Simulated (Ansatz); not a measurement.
# MnO2 (R-3m) in Ansatz: further runs, part 2 of 2

Ansatz 0.2.0. Earlier steps stand in the parts before.

### Step 4. Relaxation of cell and atoms, PBEsol+U, collinear spin, ferromagnetic start

input.yaml reads:

```yaml
crystal:
  lattice:
    - [1.4284348394, 0.824707239, 4.5839315268]
    - [-1.4284348394, 0.824707239, 4.5839315268]
    - [0.0, -1.6494144781, 4.5839315268]
  atoms:
    - { symbol: Mn, position: [0.0, 0.0, 0.0], spin: 4.0 }
    - { symbol: O, position: [0.73563551, 0.73563551, 0.73563551] }
    - { symbol: O, position: [0.26436449, 0.26436449, 0.26436449] }
hamiltonian:
  xc: pbesol
  pseudopotentials: { kind: paw }
  hubbard: { sites: [{ species: Mn, l: d, u_eff: 3.0 }] }
magnetization:
  spin_polarized: true
kpoints:
  mp_grid: { grid: [11, 11, 11] }
scf:
  occupations: { method: fermi_dirac, width: 0.05 }
output:
  forces: true
  stress: true
  eigenvalues: true
relax:
  f_tol: 0.01
  max_steps: 40
  cell: { stress_tol: 0.05 }
```

The run is started by

```
> ansatz run input.yaml --threads 2 --pin off --max-ram 5632MiB --backend cpu --events-out ev --progress --plain --runs-dir out
```

It took 2.7 min on 2 threads of Arm Neoverse V1, shared host; peak memory 0.5 GiB.

The run converged. Its results:

* Free energy: -4988.3708 eV
* Relaxed volume: 11.58 Å³/atom
* Relaxed cell: a = 5.145 Å, b = 5.145 Å, c = 5.145 Å, α = 32.39°, β = 32.39°, γ = 32.39°
* Space group after relaxing (to 0.05 Å): R-3m (No. 166)
* Energy gained by relaxing: 2.3 meV/atom
* Ionic steps: 19
* Pressure after relaxing: 0.0 GPa
* Band gap on the k mesh: 1.97 eV, indirect (least direct gap 2.15 eV)
* Net moment: 3.00 μB per cell
* Absolute moment: 3.34 μB per cell
* Site moments: Mn +2.70; O -0.07 μB

Step by step:
```csv
step,energy change (eV),largest force (eV/Å),volume (Å³)
1,0.0000,0.0161,32.40
2,0.0003,0.0565,33.17
3,0.0007,0.0198,33.31
4,0.0008,0.0001,33.32
5,-0.0050,0.0007,33.32
6,-0.0037,0.0054,33.69
7,-0.0029,0.0152,33.86
8,-0.0026,0.0005,33.91
9,-0.0063,0.0006,33.91
10,-0.0050,0.0010,34.20
11,-0.0045,0.0005,34.30
12,-0.0067,0.0007,34.30
13,-0.0057,0.0008,34.50
14,-0.0067,0.0008,34.50
15,-0.0060,0.0005,34.65
16,-0.0068,0.0006,34.65
17,-0.0064,0.0003,34.74
18,-0.0069,0.0003,34.74
19,-0.0069,0.0003,34.74
```

Final structure:
```
CELL_PARAMETERS angstrom
1.43490 0.82844 4.87124
-1.43490 0.82844 4.87124
0.00000 -1.65688 4.87124
ATOMIC_POSITIONS crystal
Mn 0.00000 0.00000 0.00000
O 0.73136 0.73136 0.73136
O 0.26864 0.26864 0.26864
```

Levels at points of the mesh, in eV from the valence-band top:
Spin up:
| k point | band 11 | band 12 | band 13 | band 14 | band 15 | band 16 | band 17 | band 18 | band 19 | band 20 |
| --- | --- | --- | --- | --- | --- | --- | --- | --- | --- | --- |
| (0.00, 0.00, 0.00) | -3.25 | -0.63 | -0.63 | -0.52 | -0.46 | 3.36 | 3.36 | 7.45 | 10.69 | 14.30 |
Spin down:
```
           k point  band 10  band 11  band 12  band 13  band 14  band 15
(0.00, 0.00, 0.00)    -0.73    -0.73    -0.58     2.48     2.48     3.93
```

Eigenvalues of the final occupation matrices:
| site | spin | trace | eigenvalues |
| --- | --- | --- | --- |
| site 1 | 1 | 4.06 | 0.54 0.54 0.99 0.99 0.99 |
| site 1 | 2 | 0.98 | 0.11 0.12 0.12 0.32 0.32 |

Caveat: the magnetic or orbital state may not be the lowest; odd divisions of the mesh miss points on the zone boundary, where band edges often lie, so the gap on the mesh can be too wide; the plane-wave basis is chosen anew once the cell has moved, so the energies of steps on either side of that aren't comparable; the pressure holds a Pulay correction of +0.8 GPa for the finite cutoff; a cell with one magnetic atom can't hold antiferromagnetic order, which such compounds often take; the PAW data sets come from PBE, with cores solved anew for the run's functional, which leaves a small shift of forces and pressure.

### Step 5. Relaxation of cell and atoms, PBEsol+U, collinear spin, ferromagnetic start

Changes to input.yaml since step 4:

```diff
@@ -12,3 +12,3 @@
   pseudopotentials: { kind: paw }
-  hubbard: { sites: [{ species: Mn, l: d, u_eff: 3.0 }] }
+  hubbard: { sites: [{ species: Mn, l: d, u_eff: 4.0 }] }
 magnetization:
```

The run is started by

```
> ansatz run input.yaml --threads 2 --pin off --max-ram 5632MiB --backend cpu --events-out ev --progress --plain --runs-dir out
```

It took 2.3 min on 2 threads of Arm Neoverse V1, shared host; peak memory 0.5 GiB.

The run converged. Its results:

```
Free energy                            : -4987.7540 eV
Relaxed volume                         : 11.58 Å³/atom
Relaxed cell                           : a = 5.103 Å, b = 5.103 Å, c = 5.103 Å, α = 32.82°, β = 32.82°, γ = 32.82°
Space group after relaxing (to 0.05 Å) : R-3m (No. 166)
Energy gained by relaxing              : 4.1 meV/atom
Ionic steps                            : 16
Pressure after relaxing                : 0.0 GPa
Band gap on the k mesh                 : 1.81 eV, indirect (least direct gap 1.95 eV)
Net moment                             : 3.00 μB per cell
Absolute moment                        : 3.54 μB per cell
Site moments                           : Mn +2.80; O -0.12 μB
```

Step by step:
| step | energy change (eV) | largest force (eV/Å) | volume (Å³) |
| --- | --- | --- | --- |
| 1 | 0.0000 | 0.1034 | 32.40 |
| 2 | -0.0032 | 0.1188 | 33.32 |
| 3 | -0.0037 | 0.0236 | 33.52 |
| 4 | -0.0038 | 0.0003 | 33.51 |
| 5 | -0.0105 | 0.0008 | 33.51 |
| 6 | -0.0094 | 0.0111 | 33.83 |
| 7 | -0.0083 | 0.0016 | 34.07 |
| 8 | -0.0117 | 0.0013 | 34.07 |
| 9 | -0.0107 | 0.0024 | 34.31 |
| 10 | -0.0100 | 0.0009 | 34.44 |
| 11 | -0.0120 | 0.0008 | 34.44 |
| 12 | -0.0112 | 0.0002 | 34.60 |
| 13 | -0.0121 | 0.0004 | 34.60 |
| 14 | -0.0115 | 0.0000 | 34.74 |
| 15 | -0.0122 | 0.0000 | 34.74 |
| 16 | -0.0122 | 0.0000 | 34.74 |

Final structure:
```yaml
crystal:
  lattice:
    - [1.44174, 0.83239, 4.82411]
    - [-1.44174, 0.83239, 4.82411]
    - [0.00000, -1.66478, 4.82411]
  atoms:
    - { symbol: Mn, position: [0.00000, 0.00000, 0.00000] }
    - { symbol: O, position: [0.73193, 0.73193, 0.73193] }
    - { symbol: O, position: [0.26807, 0.26807, 0.26807] }
```

Levels at points of the mesh, in eV from the valence-band top:
Spin up:
| k point | band 11 | band 12 | band 13 | band 14 | band 15 | band 16 | band 17 | band 18 | band 19 | band 20 |
| --- | --- | --- | --- | --- | --- | --- | --- | --- | --- | --- |
| (0.00, 0.00, 0.00) | -3.70 | -0.67 | -0.55 | -0.55 | -0.38 | 3.25 | 3.25 | 7.42 | 10.63 | 14.45 |
Spin down:
```csv
k point,band 8,band 9,band 10,band 11,band 12,band 13,band 14,band 15,band 16,band 17
"(0.00, 0.00, 0.00)",-4.07,-4.07,-0.75,-0.75,-0.54,2.94,2.94,4.29,5.32,5.32
```

Eigenvalues of the final occupation matrices:
| site | spin | trace | eigenvalues |
| --- | --- | --- | --- |
| site 1 | 1 | 4.11 | 0.57 0.57 0.99 0.99 0.99 |
| site 1 | 2 | 0.91 | 0.09 0.10 0.10 0.31 0.31 |

Caveat: the magnetic or orbital state may not be the lowest; odd divisions of the mesh miss points on the zone boundary, where band edges often lie, so the gap on the mesh can be too wide; the plane-wave basis is chosen anew once the cell has moved, so the energies of steps on either side of that aren't comparable; the pressure holds a Pulay correction of +0.8 GPa for the finite cutoff; a cell with one magnetic atom can't hold antiferromagnetic order, which such compounds often take; the PAW data sets come from PBE, with cores solved anew for the run's functional, which leaves a small shift of forces and pressure. The state reached can hang on the start; a lower one may exist.

### Step 6. Relaxation of cell and atoms, PBEsol+U, collinear spin, ferromagnetic start

Changes to input.yaml since step 5:

```diff
@@ -12,3 +12,3 @@
   pseudopotentials: { kind: paw }
-  hubbard: { sites: [{ species: Mn, l: d, u_eff: 4.0 }] }
+  hubbard: { sites: [{ species: Mn, l: d, u_eff: 5.0 }] }
 magnetization:
@@ -23,2 +23,6 @@
   eigenvalues: true
+  write_density: true
+  write_potential: true
+  elf: true
+  volumetric_format: npy
 relax:
```

Potentials or basis: Ansatz PAW.

The run is started by

```
> ansatz run input.yaml --threads 2 --pin off --max-ram 5632MiB --backend cpu --events-out ev --progress --plain --runs-dir out
```

It took 2.6 min on 2 threads of Arm Neoverse V1, shared host; peak memory 0.54 GiB.

It converged, with:

```yaml
Free_energy: -4987.1657 eV
Relaxed_volume: 11.62 Å³/atom
Relaxed_cell: a = 5.068 Å, b = 5.068 Å, c = 5.068 Å, α = 33.26°, β = 33.26°, γ = 33.26°
Space_group_after_relaxing_to_0.05_Å: R-3m (No. 166)
Energy_gained_by_relaxing: 8.1 meV/atom
Ionic_steps: 16
Pressure_after_relaxing: 0.0 GPa
Band_gap_on_the_k_mesh: 1.52 eV, indirect (least direct gap 1.69 eV)
Net_moment: 3.00 μB per cell
Absolute_moment: 3.80 μB per cell
Site_moments: Mn +2.93; O -0.18 μB
```

Step by step:
| step | energy change (eV) | largest force (eV/Å) | volume (Å³) |
| --- | --- | --- | --- |
| 1 | 0.0000 | 0.2114 | 32.40 |
| 2 | -0.0111 | 0.1975 | 33.48 |
| 3 | -0.0142 | 0.0334 | 33.76 |
| 4 | -0.0145 | 0.0008 | 33.73 |
| 5 | -0.0228 | 0.0013 | 33.73 |
| 6 | -0.0217 | 0.0108 | 34.05 |
| 7 | -0.0205 | 0.0013 | 34.29 |
| 8 | -0.0238 | 0.0012 | 34.29 |
| 9 | -0.0227 | 0.0018 | 34.53 |
| 10 | -0.0223 | 0.0004 | 34.61 |
| 11 | -0.0241 | 0.0004 | 34.61 |
| 12 | -0.0234 | 0.0005 | 34.77 |
| 13 | -0.0242 | 0.0005 | 34.77 |
| 14 | -0.0237 | 0.0000 | 34.86 |
| 15 | -0.0242 | 0.0000 | 34.86 |
| 16 | -0.0242 | 0.0000 | 34.86 |

Final structure:
```
CELL_PARAMETERS angstrom
1.45036 0.83737 4.78362
-1.45036 0.83737 4.78362
0.00000 -1.67473 4.78362
ATOMIC_POSITIONS crystal
Mn 0.00000 0.00000 0.00000
O 0.73244 0.73244 0.73244
O 0.26756 0.26756 0.26756
```

Levels at points of the mesh, in eV from the valence-band top:
Spin up:
| k point | band 13 | band 14 | band 15 | band 16 | band 17 | band 18 |
| --- | --- | --- | --- | --- | --- | --- |
| (0.00, 0.00, 0.00) | -0.56 | -0.56 | -0.33 | 3.02 | 3.02 | 7.27 |
Spin down:
```csv
k point,band 9,band 10,band 11,band 12,band 13,band 14,band 15,band 16
"(0.00, 0.00, 0.00)",-3.99,-0.86,-0.86,-0.61,3.37,3.37,4.61,5.42
```

Eigenvalues of the final occupation matrices:
```csv
site,spin,trace,eigenvalues
site 1,1,4.17,0.60 0.60 0.99 0.99 0.99
site 1,2,0.83,0.08 0.09 0.09 0.29 0.29
```

Caveat: the magnetic or orbital state may not be the lowest; odd divisions of the mesh miss points on the zone boundary, where band edges often lie, so the gap on the mesh can be too wide; the plane-wave basis is chosen anew once the cell has moved, so the energies of steps on either side of that aren't comparable; the pressure holds a Pulay correction of +0.8 GPa for the finite cutoff; a cell with one magnetic atom can't hold antiferromagnetic order, which such compounds often take; the PAW data sets come from PBE, with cores solved anew for the run's functional, which leaves a small shift of forces and pressure. The state reached can hang on the start; a lower one may exist.

### Step 7. Overview

```csv
U,gap on the mesh (eV),pressure (GPa),moment (μB),relaxed volume (Å³/atom)
Mn d U = 1 eV,1.35,0.0,3.00,11.54
Mn d U = 2 eV,1.92,0.0,3.00,11.55
Mn d U = 3 eV,1.97,0.0,3.00,11.58
Mn d U = 4 eV,1.81,0.0,3.00,11.58
Mn d U = 5 eV,1.52,0.0,3.00,11.62
```

Alike in all rows: task relaxation of cell and atoms; level PBEsol+U; potentials or basis Ansatz PAW; spin collinear, ferromagnetic start; cell relaxed; k mesh 11 × 11 × 11; cutoff (eV) 420; smearing fermi-dirac 0.05 eV.

Caveats: the magnetic or orbital state may not be the lowest; odd divisions of the mesh miss points on the zone boundary, where band edges often lie, so the gap on the mesh can be too wide; the plane-wave basis is chosen anew once the cell has moved, so the energies of steps on either side of that aren't comparable; a cell with one magnetic atom can't hold antiferromagnetic order, which such compounds often take; the PAW data sets come from PBE, with cores solved anew for the run's functional, which leaves a small shift of forces and pressure.

Absolute energies hang on the potentials; compare differences alone.
